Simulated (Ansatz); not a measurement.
Sb2Te3 (Bi2Te3 type, space group R-3m)

```xyz
5
Lattice="2.1382 1.2345 9.9419 -2.1382 1.2345 9.9419 0.0000 -2.4690 9.9419" Properties=species:S:1:pos:R:3 pbc="T T T"
Sb     0.0000     0.0000    11.9023
Sb     0.0000     0.0000    17.9235
Te     0.0000     0.0000     0.0000
Te     0.0000     0.0000     6.2681
Te     0.0000     0.0000    23.5577
```

The relaxed cell is deformed in two ways at once: its volume V is scaled, and at that volume it is stretched along z (the c axis of the conventional cell) so that c/a changes. Fractional atomic positions are held.

Computed with PBE-D3(BJ) (plane waves to 420 eV, PAW, scalar-relativistic; Ansatz, a first-principles code). k mesh 9×9×9 (Γ-centred), Fermi-Dirac smearing 0.05 eV. Compression counts positive. As the atoms are clamped, bonds stretch with the cell, which overstates energies and stresses. As the smearing reaches across the gap at some points, the response to shear is sensitive to the k mesh, so small differences along c/a are uncertain. Sb2Te3 was relaxed with its symmetry unable to fall. Spin-orbit coupling is left out, though Sb and Te are heavy. The PAW data are Ansatz's earlier set.

At one point of the scan the stress tensor (GPa) is:

```
    2.0      0.0      0.0
    0.0      2.0      0.0
    0.0      0.0      3.7
```

Problem. Which point is it?
A) V/V₀ = 0.960, (c/a)/(c/a)₀ = 0.960
B) V/V₀ = 1.000, (c/a)/(c/a)₀ = 0.980
C) V/V₀ = 0.960, (c/a)/(c/a)₀ = 0.980
D) V/V₀ = 0.920, (c/a)/(c/a)₀ = 1.020

Solution. A, V/V₀ = 0.960, (c/a)/(c/a)₀ = 0.960

(Under strain, the slope of the energy per volume gives the stress and its curvature an elastic modulus.)
